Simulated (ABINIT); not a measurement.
The system is MoP.

```
Mo P
1.0
     3.22300    0.00000    0.00000
    -1.61150    2.79120    0.00000
     0.00000    0.00000    3.19100
Mo P
1 1
Direct
  0.00000 0.00000 0.00000
  0.33333 0.66667 0.50000
```

Program: ABINIT 10.8.3 (patched build). Alike in all runs: no spin polarisation; cell as given; smearing fermi-dirac 0.05 eV. Hardware: 1 thread of Arm Neoverse V2, on a shared host.

**Question.** Order these runs on this cell by their wall time, lowest first.
A. task single point; level PBE; potentials or basis JTH PAW PBE v2.0; k mesh 8 × 8 × 6; cutoff (eV) 544; fine-grid cutoff 1088.46 eV; mesh quality not flagged
B. task band structure; level PBE; potentials or basis JTH PAW PBE v2.0; k mesh 10 × 10 × 8; cutoff (eV) 544; fine-grid cutoff 1088.46 eV; mesh quality not flagged
C. task band structure; level PBEsol; potentials or basis PseudoDojo NC SR PBEsol v0.4.1 standard; k mesh 10 × 10 × 8; cutoff (eV) 1088; mesh quality not flagged
D. task single point; level LDA; potentials or basis JTH PAW LDA v2.0; k mesh 6 × 6 × 5; cutoff (eV) 544; fine-grid cutoff 1088.46 eV; mesh quality coarse

**Answer.** D (6.3 s), A (13 s), B (34 s), C (110 s).

Caveats: some runs use coarse meshes.
